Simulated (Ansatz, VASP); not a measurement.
## One calculation of Cs, two programs

Contents of INCAR:

```
ALGO = Normal
EDIFF = 1E-6
ENCUT = 520
GGA = CA
ISIF = 2
ISMEAR = -1
LASPH = T
LCHARG = F
LREAL = F
LWAVE = F
NBANDS = 10
NELM = 100
PREC = Accurate
SIGMA = 0.05
```

The input KPOINTS:

```
k-points
0
Gamma
  9 9 9
```

POSCAR

```
Cs
1.0
   -2.9922750000      3.0225000000      3.0225000000
    3.0225000000     -2.9922750000      3.0225000000
    3.0225000000      3.0225000000     -2.9922750000
Cs
1
Direct
    0.0000000000      0.0000000000      0.0000000000
```

Input for Ansatz:

```yaml
crystal:
  lattice:
    - [-2.992275, 3.0225, 3.0225]
    - [3.0225, -2.992275, 3.0225]
    - [3.0225, 3.0225, -2.992275]
  atoms:
    - { symbol: Cs, position: [0.0, 0.0, 0.0] }
kpoints:
  mp_grid: { grid: [9, 9, 9] }
  band_path:
    path:
      - [0.0, 0.0, 0.0]
      - [0.0, 0.0, 0.5]
      - [-0.5, 0.5, 0.5]
      - [-0.7474684983, 0.2525315017, 0.2525315017]
      - [0.2525315017, 0.2525315017, 0.2525315017]
      - [0.0, 0.0, 0.0]
      - [-0.5, 0.0, 0.5]
    npoints: 5
scf:
  occupations: { method: fermi_dirac, width: 0.05 }
hamiltonian:
  xc: lda
  pseudopotentials: { kind: all_electron, lapw: { basis_error: 0.001 } }
output:
  forces: true
  stress: true
  eigenvalues: true
```

Change from the starting cell: equal xy, yz and zx shear strains of +1 %.

Alike in both runs: task single point; functional LDA; k mesh 9 × 9 × 9; occupations fermi-dirac, width 0.05 eV; no spin polarisation.

|  | VASP | Ansatz |
| --- | --- | --- |
| version | VASP 6.6.1 | Ansatz 0.2.0 |
| potentials or method | VASP PAW LDA potentials, release 64 (Cs_sv) | all-electron LAPW, scalar-relativistic |
| plane-wave cutoff (eV) | 520 | see its input |

|  | VASP | Ansatz | Ansatz less VASP |
| --- | --- | --- | --- |
| pressure (GPa) | -0.3 | -0.3 | +0.01 |

Ansatz ran all-electron here, so the differences hold the error of VASP's frozen core and of both bases.

Spin-orbit coupling is left out, which matters for the levels of Cs.
